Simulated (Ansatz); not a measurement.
# Co: the cost of one run

Program: Ansatz 0.2.0. Level of theory: DFT PBE, scalar-relativistic, plane waves, PAW. These are calculated values, not measurements.

2 further runs of the same task are left out: 2 set aside as unsound or not needed.

## (1) The system as given

Symmetry: P6_3/mmc, No. 194, hexagonal system. Conventional cell: a = 2.492 Å, b = 2.492 Å, c = 4.034 Å, α = 90.00°, β = 90.00°, γ = 120.00°. Co (site symmetry -6m2) is surrounded by 12 Co at 2.48 to 2.49 Å.

Coordinates:

```xyz
2
Lattice="2.4921 0.0000 0.0000 -1.2461 2.1583 0.0000 0.0000 0.0000 4.0337" Properties=species:S:1:pos:R:3 pbc="T T T"
Co    1.2461    0.7194    1.0084
Co    0.0000    1.4388    3.0253
```

It goes back to an entry of the Materials Project, which need not be the stable form.

This cell was relaxed beforehand with the same method: volume 10.85 Å³/atom, gap on the mesh none (metal), site moments up to 1.7 μB.

## (2) Reference cell for the strains

Contents of input.yaml:

```yaml
crystal:
  lattice:
    - [2.492144934, 0.0, 0.0]
    - [-1.246072467, 2.1582608228, 0.0]
    - [0.0, 0.0, 4.0337444188]
  atoms:
    - { symbol: Co, position: [0.6666666667, 0.3333333333, 0.25], spin: 1.84 }
    - { symbol: Co, position: [0.3333333333, 0.6666666667, 0.75], spin: 1.84 }
basis:
  ecutwfc: 420
kpoints:
  mp_grid: { grid: [24, 24, 14] }
hamiltonian:
  xc: pbe
scf:
  occupations: { method: gaussian, width: 0.1 }
output:
  forces: true
  stress: true
  eigenvalues: true
  populations: true
magnetization:
  spin_polarized: true
```

Started as:

```bash
$ ansatz run input.yaml --threads 1 --pin off --max-ram 2560MiB --backend cpu --events-out ev --progress --plain --runs-dir out
```

**Question.** How long does this run take on 1 thread of AMD EPYC 9R45 (Zen 5), shared host, and how much memory does it need?

About 12 s, with a peak of 0.65 GiB.
